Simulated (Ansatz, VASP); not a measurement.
CdS: VASP beside Ansatz

The input INCAR:

```
SYSTEM = CdS
PREC = Accurate
ENCUT = 520
EDIFF = 1E-7
ISMEAR = -1
SIGMA = 0.02
LREAL = .False.
LASPH = .True.
NELM = 100
ALGO = Normal
ISIF = 2
LWAVE = .False.
LCHARG = .False.
GGA = PS
NBANDS = 16
```

The input KPOINTS:

```
Automatic mesh
0
Gamma
  6 6 6
  0 0 0
```

The input POSCAR:

```
CdS
1.0
    3.3869086140      0.0000000000      0.0000000000
    0.0000000000      3.3869086140      0.0000000000
    0.0000000000      0.0000000000      3.3869086140
Cd S
1 1
Direct
    0.0000000000      0.0000000000      0.0000000000
    0.5000000000      0.5000000000      0.5000000000
```

Input for Ansatz:

```yaml
crystal:
  lattice:
    - [3.386908614, 0.0, 0.0]
    - [0.0, 3.386908614, 0.0]
    - [0.0, 0.0, 3.386908614]
  atoms:
    - { symbol: Cd, position: [0.0, 0.0, 0.0] }
    - { symbol: S, position: [0.5, 0.5, 0.5] }
kpoints:
  mp_grid: { grid: [6, 6, 6] }
hamiltonian:
  xc: pbesol
scf:
  occupations: { method: fermi_dirac, width: 0.02 }
  n_extra_bands: 4
output:
  forces: true
  stress: true
  eigenvalues: true
```

The cell was built by a generator and needn't be a form met in nature.

Alike in both runs: task single point; functional PBEsol; k mesh 6 × 6 × 6; occupations fermi-dirac, width 0.02 eV; no spin polarisation.

```csv
,VASP,Ansatz
version,VASP 6.6.1,Ansatz 0.2.0
potentials or method,"VASP PAW PBE potentials, release 64 (Cd, S)","plane waves, PAW"
plane-wave cutoff (eV),520,420
valence electrons in the cell,18,26
```

```csv
,VASP,Ansatz,Ansatz less VASP
pressure (GPa),-2.2,-2.6,-0.43
```

The functional is the same, so the differences come from potentials, cutoffs and numerics. The two sets of potentials don't hold the same shells in valence.

Caveats: the PAW data sets were made with another functional, which shifts forces and pressure a little (VASP).
